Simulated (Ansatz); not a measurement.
N, DFT, PBE, all-electron PAW with datasets made for the crystal, scalar-relativistic (Ansatz 0.2.0), run on 1 thread of Arm Neoverse V1 on a shared host.

The cell comes from COD entry 1539196, which wasn't checked; take it as a given geometry. The listed cell was then made from it by scaling, straining or moving an atom.

Command: `ansatz run input.yaml --threads 1 --pin off --max-ram 2048MiB --backend cpu --events-out ev --progress --plain --runs-dir out`

```yaml
crystal:
  lattice:
    - [3.6290016496, -0.0362900165, -0.0362900165]
    - [-1.845928901, 3.1609526272, -0.0132830679]
    - [-0.0589, -0.0589, 5.89]
  atoms:
    - { symbol: "N", position: [0.3333333333, 0.6666666667, 0.25] }
    - { symbol: "N", position: [0.6666666667, 0.3333333333, 0.75] }
kpoints:
  mp_grid: { grid: [10, 10, 5] }
scf:
  occupations: { method: fermi_dirac, width: 0.02 }
hamiltonian:
  xc: pbe
  pseudopotentials: { kind: all_electron, datasets: crystal }
output:
  forces: true
  stress: true
  eigenvalues: true
  efg: { contact_densities: true }
```

Problem. How large is the problem that the program sets up?

Solution. 252 irreducible k-points, 313 plane waves at Γ, 9 bands.

Problem. About how long does it take, and how much memory does it use?

Solution. 14 s of wall time for 8 SCF iterations, with a peak of 0.4 GiB. Times on shared machines scatter by tens of per cent.

Problem. And the same cell and mesh by all-electron LAPW, asked for forces, stress, eigenvalues, on the same hardware?

Solution. 18 s, peak memory 0.35 GiB.

Problem. And the same cell and mesh by PAW with the default files, asked for forces, stress, eigenvalues, efg, write_density, write_potential, elf, on the same hardware?

Solution. 12 s, peak memory 0.41 GiB.
